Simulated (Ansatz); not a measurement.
The system is Ti3Ni.

```
CELL_PARAMETERS angstrom
3.93518 0.00000 0.00000
0.00000 3.93518 0.00000
0.00000 0.00000 3.93518
ATOMIC_POSITIONS crystal
Ni 0.00000 0.00000 0.00000
Ti 0.50000 0.50000 0.00000
Ti 0.50000 0.00000 0.50000
Ti 0.00000 0.50000 0.50000
```

The cell comes from a database or a generator and needn't be the stable form of this composition.

Base run:

- Program: Ansatz 0.2.0
- Functional: LDA
- Potentials or basis: all-electron LAPW, scalar-relativistic
- Cutoff: 221 eV (chosen from the basis error)
- Basis error allowed: 0.002 eV/atom
- k mesh: 7 × 7 × 7
- Occupations: fermi-dirac, width 0.05 eV
- Spin: collinear spin, ferromagnetic start
- Starting moments: [1.0, 1.0, 1.0, 1.0] μB

Its results: pressure -10.0 GPa; net moment 0.00 μB per cell.

The run is repeated on the same cell with these changes: functional from LDA to PBEsol. What comes out?

Pressure -5.1 GPa; net moment 0.00 μB per cell.

PBEsol binds less tightly than LDA, so the same cell stands under more pressure.

Caveats: the starting moments weren't kept.
